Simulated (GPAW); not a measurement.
# W (Im-3m) in GPAW: further runs, part 2 of 2

GPAW 26.7.0.

### Step 4. Relaxation of cell and atoms, BLYP+D4

Input file run.py:

```python
from ase.calculators.mixing import SumCalculator
from ase.filters import FrechetCellFilter
from ase.io import read, write
from ase.optimize import BFGS
from dftd4.ase import DFTD4
from gpaw import GPAW, PW, setup_paths

setup_paths.insert(0, '.')

atoms = read('W.xyz')

calc = GPAW(mode=PW(600),
            xc='BLYP',
            kpts={'size': (12, 12, 12), 'gamma': True},
            occupations={'name': 'fermi-dirac', 'width': 0.05},
            nbands=16,
            convergence={'density': 1e-05, 'forces': 0.0001},
            eigensolver='davidson',
            maxiter=150,
            txt='gpaw.txt')
atoms.calc = SumCalculator([calc, DFTD4(method='blyp')])
opt = BFGS(FrechetCellFilter(atoms), trajectory='relax.traj', logfile='-')
done = opt.run(fmax=0.05, steps=60)
calc.write('gs.gpw')
write('result.traj', atoms)
print('Converged:', done)
print('Cell:', atoms.cell.cellpar().round(4))
print('Volume:', round(atoms.get_volume(), 4))
print(atoms.get_scaled_positions().round(5))
```

Input file W.xyz:

```xyz
1
Lattice="-1.5823450000 1.5823450000 1.5823450000 1.5823450000 -1.5823450000 1.5823450000 1.5823450000 1.5823450000 -1.5823450000" Properties=species:S:1:pos:R:3 pbc="T T T"
W      0.0000000000      0.0000000000      0.0000000000
```

On the command line:

```console
> gpaw-setup -f BLYP W
> OMP_NUM_THREADS=1 python run.py
```

Run time: 15 s. Hardware: 1 thread of Arm Neoverse V2, shared host; peak memory 0.15 GiB.

It converged, with:

| Quantity | Value |
| --- | --- |
| Free energy | -11.2518 eV |
| Relaxed volume | 15.90 Å³/atom |
| Relaxed cell | a = 2.743 Å, b = 2.743 Å, c = 2.743 Å, α = 109.47°, β = 109.47°, γ = 109.47° |
| Space group after relaxing (to 0.05 Å) | Im-3m (No. 229) |
| Energy gained by relaxing | 0.1 meV/atom |
| Ionic steps | 2 |
| Pressure after relaxing | -0.2 GPa |
| Band gap on the k mesh | none (metal or under the smearing width) |
| Dispersion energy per atom | -1.353 eV |

Final structure:
```cif
data_structure
_symmetry_space_group_name_H-M 'P 1'
_symmetry_Int_Tables_number 1
_cell_length_a 2.7434
_cell_length_b 2.7434
_cell_length_c 2.7434
_cell_angle_alpha 109.471
_cell_angle_beta 109.471
_cell_angle_gamma 109.471
_cell_volume 15.90
loop_
_atom_site_label
_atom_site_type_symbol
_atom_site_fract_x
_atom_site_fract_y
_atom_site_fract_z
_atom_site_occupancy
W1 W 0.00000 0.00000 0.00000 1
```

Levels at points of the mesh, in eV from the Fermi level:
```
           k point  band 5  band 6  band 7  band 8  band 9  band 10
(0.00, 0.00, 0.00)   -9.38   -1.27   -1.27   -1.27    2.24     2.24
(0.50, 0.50, 0.00)   -6.13   -3.54    0.94    2.10    3.05     6.05
(0.50, 0.50, 0.50)   -5.69   -5.69    5.07    5.07    5.07     8.41
```

Caveat: later steps reuse the first step's grids; pairwise dispersion overbinds metals, which lowers pressure and volume. The run has no spin-orbit coupling, so splittings on W are missing.

### Step 5. Single point, PBE

Input file run.py:

```python
from ase.dft.bandgap import bandgap
from ase.io import read, write
from ase.units import GPa
from gpaw import GPAW, PW

atoms = read('POSCAR')

calc = GPAW(mode=PW(600),
            xc='PBE',
            kpts={'size': (12, 12, 12), 'gamma': True},
            occupations={'name': 'methfessel-paxton', 'order': 0, 'width': 0.027000000000000003},
            nbands=16,
            convergence={'density': 1e-05, 'energy': 1e-05},
            maxiter=150,
            txt='gpaw.txt')
atoms.calc = calc
energy = atoms.get_potential_energy()
forces = atoms.get_forces()
stress = atoms.get_stress()
calc.write('gs.gpw')
write('result.traj', atoms)
print(f'Energy: {energy:.6f} eV')
print('Forces (eV/A):')
print(forces.round(4))
print('Stress (GPa):', (stress / GPa).round(3))
print('Fermi level:', round(calc.get_fermi_level(), 4), 'eV')
print(f'Gap: {bandgap(calc)[0]:.4f} eV, direct: {bandgap(calc, direct=True)[0]:.4f} eV')
```

Input file POSCAR:

```
W
1.0
   -1.5823450000      1.5823450000      1.5823450000
    1.5823450000     -1.5823450000      1.5823450000
    1.5823450000      1.5823450000     -1.5823450000
W
1
Direct
    0.0000000000      0.0000000000      0.0000000000
```

Potentials or basis: GPAW PAW data sets (gpaw-data 1.2.1), pw.

On the command line:

```console
> OMP_NUM_THREADS=1 python run.py
```

gpaw.txt:

```text
__  _  _
 | _ |_)|_||  |
 |__||  | ||/\| - 26.7.0

Input parameters:
  mode=PW(ecut=600.0),
  convergence={'density': 1e-05, 'energy': 1e-05},
  kpts=MonkhorstPack(size=(12, 12, 12), gamma=True),
  maxiter=150,
  nbands=16,
  occupations=Occupations(name='methfessel-paxton', order=0, width=0.027000000000000003),
  xc=XC(name='PBE')

Diagonalizing LCAO Hamiltonian
Converting LCAO to pw mode

       W

Atoms  # Å, Bohr magnetons
|   | symbol |        x |        y |        z |    initial magnetic moments |
|---|--------|----------|----------|----------|-----------------------------|
| 0 |      W | 0.000000 | 0.000000 | 0.000000 | ( 0.0000,  0.0000,  0.0000) |

Unit cell  # Å
| periodic |         x |         y |         z |  lengths |     angles |
|----------|-----------|-----------|-----------|----------|------------|
|      yes | -1.582345 |  1.582345 |  1.582345 | 2.740702 | 109.471221 |
|      yes |  1.582345 | -1.582345 |  1.582345 | 2.740702 | 109.471221 |
|      yes |  1.582345 |  1.582345 | -1.582345 | 2.740702 | 109.471221 |

Number of symmetries: 48
Symmetry operations  # r_c * U_cc + t_c -> r_c
|    | kind |            matrix            |
|----|------|------------------------------|
|  0 |  σ   |  1, 1, 1,  0, 0,-1,  0,-1, 0 |
|  1 |  C4  |  1, 1, 1,  0, 0,-1, -1, 0, 0 |
|  2 |  C2  |  1, 1, 1,  0,-1, 0,  0, 0,-1 |
|  3 |  S6  |  1, 1, 1,  0,-1, 0, -1, 0, 0 |
|  4 |  S6  |  1, 1, 1, -1, 0, 0,  0, 0,-1 |
|  5 |  C4  |  1, 1, 1, -1, 0, 0,  0,-1, 0 |
|  6 |  E   |  1, 0, 0,  0, 1, 0,  0, 0, 1 |
|  7 |  σ   |  1, 0, 0,  0, 1, 0, -1,-1,-1 |
|  8 |  σ   |  1, 0, 0,  0, 0, 1,  0, 1, 0 |
|  9 |  C3  |  1, 0, 0,  0, 0, 1, -1,-1,-1 |
| 10 |  C3  |  1, 0, 0, -1,-1,-1,  0, 1, 0 |
| 11 |  σ   |  1, 0, 0, -1,-1,-1,  0, 0, 1 |
| 12 |  σ   |  0, 1, 0,  1, 0, 0,  0, 0, 1 |
| 13 |  C2  |  0, 1, 0,  1, 0, 0, -1,-1,-1 |
| 14 |  C3  |  0, 1, 0,  0, 0, 1,  1, 0, 0 |
| 15 |  S4  |  0, 1, 0,  0, 0, 1, -1,-1,-1 |
| 16 |  S4  |  0, 1, 0, -1,-1,-1,  1, 0, 0 |
| 17 |  C3  |  0, 1, 0, -1,-1,-1,  0, 0, 1 |
| 18 |  C3  |  0, 0, 1,  1, 0, 0,  0, 1, 0 |
| 19 |  S4  |  0, 0, 1,  1, 0, 0, -1,-1,-1 |
| 20 |  σ   |  0, 0, 1,  0, 1, 0,  1, 0, 0 |
| 21 |  C3  |  0, 0, 1,  0, 1, 0, -1,-1,-1 |
| 22 |  C2  |  0, 0, 1, -1,-1,-1,  1, 0, 0 |
| 23 |  S4  |  0, 0, 1, -1,-1,-1,  0, 1, 0 |
| 24 |  C4  |  0, 0,-1,  1, 1, 1,  0,-1, 0 |
| 25 |  σ   |  0, 0,-1,  1, 1, 1, -1, 0, 0 |
| 26 |  S6  |  0, 0,-1,  0,-1, 0,  1, 1, 1 |
| 27 |  C2  |  0, 0,-1,  0,-1, 0, -1, 0, 0 |
| 28 |  C4  |  0, 0,-1, -1, 0, 0,  1, 1, 1 |
| 29 |  S6  |  0, 0,-1, -1, 0, 0,  0,-1, 0 |
| 30 |  S6  |  0,-1, 0,  1, 1, 1,  0, 0,-1 |
| 31 |  C4  |  0,-1, 0,  1, 1, 1, -1, 0, 0 |
| 32 |  C4  |  0,-1, 0,  0, 0,-1,  1, 1, 1 |
| 33 |  S6  |  0,-1, 0,  0, 0,-1, -1, 0, 0 |
| 34 |  σ   |  0,-1, 0, -1, 0, 0,  1, 1, 1 |
| 35 |  C2  |  0,-1, 0, -1, 0, 0,  0, 0,-1 |
| 36 |  C2  | -1, 0, 0,  1, 1, 1,  0, 0,-1 |
| 37 |  S6  | -1, 0, 0,  1, 1, 1,  0,-1, 0 |
| 38 |  S6  | -1, 0, 0,  0, 0,-1,  1, 1, 1 |
| 39 |  C2  | -1, 0, 0,  0, 0,-1,  0,-1, 0 |
| 40 |  C2  | -1, 0, 0,  0,-1, 0,  1, 1, 1 |
| 41 |  i   | -1, 0, 0,  0,-1, 0,  0, 0,-1 |
| 42 |  S4  | -1,-1,-1,  1, 0, 0,  0, 1, 0 |
| 43 |  C3  | -1,-1,-1,  1, 0, 0,  0, 0, 1 |
| 44 |  C3  | -1,-1,-1,  0, 1, 0,  1, 0, 0 |
| 45 |  σ   | -1,-1,-1,  0, 1, 0,  0, 0, 1 |
| 46 |  S4  | -1,-1,-1,  0, 0, 1,  1, 0, 0 |
| 47 |  C2  | -1,-1,-1,  0, 0, 1,  0, 1, 0 |

BZ-sampling:
  Number of BZ points: 1728
  Number of IBZ points: 72

  Monkhorst-Pack size: [12, 12, 12]
  Monkhorst-Pack shift: [0.041666666666666664, 0.041666666666666664, 0.041666666666666664]

K-points  # in reciprocal-cell coordinates
|     |                                coordinates |     weight |
|-----|--------------------------------------------|------------|
|   0 | ( -0.00000000,  -0.00000000,  -0.00000000) | 0.00057870 |
|   1 | (  0.08333333,  -0.00000000,  -0.00000000) | 0.00694444 |
|   2 | (  0.08333333,   0.08333333,  -0.08333333) | 0.00347222 |
|   3 | (  0.16666667,  -0.00000000,  -0.08333333) | 0.01388889 |
|   4 | (  0.16666667,  -0.00000000,  -0.00000000) | 0.00694444 |
|   5 | (  0.16666667,   0.08333333,  -0.08333333) | 0.01388889 |
|   6 | (  0.16666667,   0.16666667,  -0.16666667) | 0.00347222 |
|   7 | (  0.25000000,  -0.08333333,  -0.08333333) | 0.00462963 |
|   8 | (  0.25000000,  -0.00000000,  -0.08333333) | 0.02777778 |
|   9 | (  0.25000000,  -0.00000000,  -0.00000000) | 0.00694444 |
| ... |                                            |            |
|  71 | (  0.50000000,   0.50000000,   0.50000000) | 0.00057870 |

Plane wave coefficients: 543
Cutoff: 600.0 eV

Spin-components: 1 (collinear spins)
Bands:           16
Projectors:      6
Spin-degeneracy: 2
Datatype:        complex128

Parallelization:
  kpt:    1
  domain: 1
  band:   1

Density:
  Valence electrons: 14.0
  Components: 1
  Grid points: [16 16 16]
  Charge: 0.0  # |e|

Potential:
  Grid points: [16 16 16]

species:
  W:
    name:    Tungsten
    Z:       74.0
    valence: 14
    core:    60
    charge:  0.0  # [|e|]
    compensation charges:
      type: gauss
      rc: 0.40  # [Å]
      lmax: 2
    cutoffs:
      filter: 2.36  # [Å]
      core: 3.02  # [Å]
    projectors
    | kind |    occ | energy [eV] | rcut [Å] |
    |------|--------|-------------|----------|
    |   5s |  2.000 |     -78.830 |    1.344 |
    |   6s |  2.000 |      -5.697 |    1.344 |
    |   5p |  6.000 |     -43.233 |    1.355 |
    |   6p |  0.000 |      -1.367 |    1.355 |
    |   5d |  4.000 |      -4.494 |    1.228 |
    |    d |        |      22.717 |    1.228 |

    Using partial waves for W as LCAO basis

Reference energy: -438771.671655  # eV

eigensolver:
  PPCG
  Converge bands: occupied
  niter=2

density mixing:
  MSR1-Mixer
  Pratt-step length: 0.05
  Maximum mixing coefficient: 0.75
  Old densities: 10
  SVD Regularization: 0.005
  Good broyden scale: 1.0
  Trust region scale: 1.0
  Backstep threshold: 4.0
  History deletion threshold: 6.0
  Fourier metric: weight=20.0, sigma=0.015

occupation numbers:
  Methfessel-Paxton:
    width: 0.0270  # eV
    order: 0

poisson solver:
  ecut: 4800.0  # eV

xc functional:
  name: PBE with 2 nearest neighbor stencil

convergence criteria:
- Maximum integral of absolute [dens]ity change: 1e-05 electrons / valence electron
- Maximum [total energy] change in last 3 cyles: 1e-05 eV / valence electron
- Maximum integral of absolute [eigenst]ate change: 4e-08 eV^2 / valence electron
maximum number of iterations: 150

SCF iterations
|iter     | |      energy | eigst |  dens |
|---------|-|-------------|-------|-------|
|iter:   1| |  -11.804443 | -0.16 |       |
|iter:   2| |  -11.765961 | -3.31 | -1.22 |
|iter:   3| |  -11.573323 | -2.20 | -1.25 |
|iter:   4| |  -11.575824 | -3.68 | -1.94 |
|iter:   5| |  -11.576786 | -4.73 | -2.34 |
|iter:   6| |  -11.576783 | -6.54 | -3.67 |
|iter:   7| |  -11.576784c| -8.06c| -4.19 |
|iter:   8| |  -11.576784c| -7.68c| -4.76 |
|iter:   9| |  -11.576784c| -9.33c| -5.71c|

Converged in 9 steps
Energy contributions relative to reference atoms: (reference = -438771.671655)

Energy contributions:
  Kinetic:           8.031884
  Coulomb:          -9.631455
  Zero:             -0.005019
  External:          0.000000
  Xc:               -9.971982
  Entropy:          -0.000422
  Spinorbit:         0.000000
  ----------------------------
  Free energy:     -11.576995
  Extrapolated:    -11.576784

dipole moment: (-5.904674, -5.904674, -5.904674)  # |e|*Ang

Fermi level: 14.514
Eigenvalues  # (at kpt = [-0.000, -0.000, -0.000])
| band index |      eig [eV] | occ [0-2] |
|------------|---------------|-----------|
|          0 |       -59.357 |     2.000 |
|          1 |       -23.184 |     2.000 |
|          2 |       -23.184 |     2.000 |
|          3 |       -23.184 |     2.000 |
|          4 |         5.047 |     2.000 |
|          5 |        13.397 |     2.000 |
[... 8 lines left out ...]
|         14 |        41.423 |     0.000 |
|         15 |        44.586 |     0.000 |

No gap
No difference between direct/indirect transitions

Forces  # eV/Ang
|        x |        y |       z |
|----------|----------|---------|
| -0.00000 | -0.00000 | 0.00000 |  # W    0

Stress tensor  # eV/Ang^3
|         x |         y |         z |
|-----------|-----------|-----------|
| -0.036230 |  0.000000 | -0.000000 |
|  0.000000 | -0.036230 | -0.000000 |
| -0.000000 | -0.000000 | -0.036230 |

# Writing to gs.gpw (mode='')
```

It took 8.3 s on 1 thread of Arm Neoverse V2, shared host; peak memory 0.14 GiB.

What came out:

```yaml
Free_energy: -11.5770 eV
Pressure: 5.8 GPa
Band_gap_on_the_k_mesh: none (metal or under the smearing width)
```

The run has no spin-orbit coupling, so splittings on W are missing.

### Step 6. Single point, PBE

Input file run.py:

```python
from ase import Atoms
from ase.dft.bandgap import bandgap
from ase.io import write
from ase.units import Bohr, GPa
from gpaw import GPAW, PW
from gpaw.elf import elf_from_dft_calculation

atoms = Atoms(['W'],
              cell=[[-1.582345, 1.582345, 1.582345],
                    [1.582345, -1.582345, 1.582345],
                    [1.582345, 1.582345, -1.582345]],
              scaled_positions=[[0.0, 0.0, 0.0]],
              pbc=True)

calc = GPAW(mode=PW(600),
            xc='PBE',
            kpts={'size': (12, 12, 12), 'gamma': True},
            occupations={'name': 'methfessel-paxton', 'order': 0, 'width': 0.028000000000000004},
            nbands=16,
            convergence={'density': 1e-05, 'energy': 1e-05},
            maxiter=150,
            txt='gpaw.txt')
atoms.calc = calc
energy = atoms.get_potential_energy()
forces = atoms.get_forces()
stress = atoms.get_stress()
calc.write('gs.gpw')
write('result.traj', atoms)
print(f'Energy: {energy:.6f} eV')
print('Forces (eV/A):')
print(forces.round(4))
print('Stress (GPa):', (stress / GPa).round(3))
print('Fermi level:', round(calc.get_fermi_level(), 4), 'eV')
print(f'Gap: {bandgap(calc)[0]:.4f} eV, direct: {bandgap(calc, direct=True)[0]:.4f} eV')

# fields on the real-space grid
write('density.cube', atoms, data=calc.get_pseudo_density() * Bohr**3)
write('potential.cube', atoms, data=calc.get_electrostatic_potential())
write('elf.cube', atoms, data=elf_from_dft_calculation(calc).data)
```

Potentials or basis: GPAW PAW data sets (gpaw-data 1.2.1), pw.

On the command line:

```console
> OMP_NUM_THREADS=1 python run.py
```

It took 8.3 s on 1 thread of Arm Neoverse V2, shared host; peak memory 0.14 GiB.

It converged, with:

```yaml
Free_energy: -11.5770 eV
Pressure: 5.8 GPa
Band_gap_on_the_k_mesh: none (metal or under the smearing width)
```

Levels at points of the mesh, in eV from the Fermi level:
| k point | band 3 | band 4 | band 5 | band 6 | band 7 | band 8 | band 9 | band 10 | band 11 | band 12 |
| --- | --- | --- | --- | --- | --- | --- | --- | --- | --- | --- |
| (0.00, 0.00, 0.00) | -37.70 | -37.70 | -9.47 | -1.12 | -1.12 | -1.12 | 2.35 | 2.35 | 14.90 | 14.90 |
| (0.50, 0.50, 0.00) | -38.11 | -37.71 | -6.13 | -3.45 | 0.79 | 2.25 | 3.23 | 6.26 | 11.22 | 11.73 |
| (0.50, 0.50, 0.50) | -38.59 | -38.59 | -5.71 | -5.71 | 5.27 | 5.27 | 5.27 | 8.38 | 8.38 | 8.38 |

### Step 7. The runs side by side

| task | level | potentials or basis | cell | smearing | optimizer | fmax | max steps | convergence | eigensolver | gap on the mesh (eV) | pressure (GPa) | relaxed volume (Å³/atom) |
| --- | --- | --- | --- | --- | --- | --- | --- | --- | --- | --- | --- | --- |
| relaxation of cell and atoms | revPBE+D4 | the program's PAW data sets (release 1.2.1) made for this functional, pw | relaxed | fermi-dirac 0.05 eV | FIRE | 0.01 eV/Å | 100 | density=1e-05 forces=0.0001 | - | none | -0.1 | 15.79 |
| relaxation of cell and atoms | BLYP+D3(BJ) | PAW data sets generated in the run's folder for this functional, pw | relaxed | fermi-dirac 0.05 eV | FIRE | 0.02 eV/Å | 100 | density=1e-05 forces=0.0001 | davidson | none | -0.1 | 15.66 |
| relaxation of cell and atoms | BLYP+D4 | PAW data sets generated in the run's folder for this functional, pw | relaxed | fermi-dirac 0.05 eV | BFGS | 0.05 eV/Å | 60 | density=1e-05 forces=0.0001 | davidson | none | -0.2 | 15.90 |
| single point | PBE | GPAW PAW data sets (gpaw-data 1.2.1), pw | as given | gaussian 0.027 eV | - | - | - | - | - | none | 5.8 | - |
| single point | PBE | GPAW PAW data sets (gpaw-data 1.2.1), pw | as given | gaussian 0.028 eV | - | - | - | - | - | none | 5.8 | - |

Alike in all rows: no spin polarisation; k mesh 12 × 12 × 12; cutoff (eV) 600.

Caveats: later steps reuse the first step's grids (some runs); pairwise dispersion overbinds metals, which lowers pressure and volume (some runs).

Absolute energies hang on the potentials; compare differences alone.
